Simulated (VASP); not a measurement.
Wanted: the native input for a VASP 6.6.1 run.

```yaml
Task: relaxation of cell and atoms
Functional: LDA
Potentials_or_basis: VASP PAW LDA potentials, release 64 (Se, Zr_sv)
Cutoff: 600 eV
k_mesh: 12 × 12 × 1
Occupations: gaussian, width 0.03 eV
Spin: no spin polarisation
Dipole_correction: no
Further_INCAR_settings: ALGO = Fast; EDIFF = 1e-06; IBRION = 2; EDIFFG = -0.005; NSW = 60; ISIF = 3
```

The structure of ZrSe2 lies in POSCAR:

```
ZrSe2
1.0
    3.7800000000      0.0000000000      0.0000000000
   -1.8900000000      3.2735760300      0.0000000000
    0.0000000000      0.0000000000     19.1600000000
Se Zr
2 1
Direct
    0.3333330000      0.6666670000      0.4175365300
    0.6666670000      0.3333330000      0.5824634700
    0.0000000000      0.0000000000      0.5000000000
```

The cell was built by a generator and needn't be a form met in nature.

The input as run:

INCAR

```
SYSTEM = ZrSe2
PREC     = Accurate       ! precision mode
ENCUT    = 600            ! plane-wave cutoff, eV
EDIFF    = 1E-6           ! SCF threshold, eV
ISMEAR   = 0              ! smearing method
SIGMA    = 0.03           ! smearing width, eV
LREAL    = .False.        ! projectors in reciprocal space
LASPH    = .True.         ! aspherical terms in the spheres
NELM     = 120            ! most SCF steps
ALGO     = Fast           ! electronic algorithm
ISIF     = 3              ! what is computed and relaxed
LWAVE    = .False.        ! write WAVECAR
LCHARG   = .False.        ! write CHGCAR
IBRION   = 2              ! ionic algorithm
NSW      = 60             ! ionic steps
EDIFFG   = -0.005         ! ionic threshold
LATTICE_CONSTRAINTS= .TRUE. .TRUE. .FALSE.
KPAR     = 2
```

KPOINTS

```
Automatic mesh
0
Gamma
  12 12 1
  0 0 0
```

Potentials or basis: VASP PAW LDA potentials, release 64 (Se, Zr_sv).

Command:

```sh
$ cat potpaw_LDA.64/Se/POTCAR potpaw_LDA.64/Zr_sv/POTCAR > POTCAR
$ mpirun -np 2 vasp_std > vasp.out
```

Results of the run:

```json
{"Relaxed volume": "76.15 Å³/atom", "Relaxed cell": "a = 3.711 Å, b = 3.711 Å, c = 19.160 Å, α = 90.00°, β = 90.00°, γ = 120.00°", "Space group after relaxing (to 0.05 Å)": "P-3m1 (No. 164)", "Energy gained by relaxing": "12.7 meV/atom", "Ionic steps": "11", "Band gap on the k mesh": "0.26 eV, indirect (least direct gap 1.00 eV)"}
```

It took 3.7 min on 2 MPI ranks on Intel(R) Xeon(R) Platinum 8559C (Emerald Rapids) (shared host), peak memory 0.35 GiB a rank.
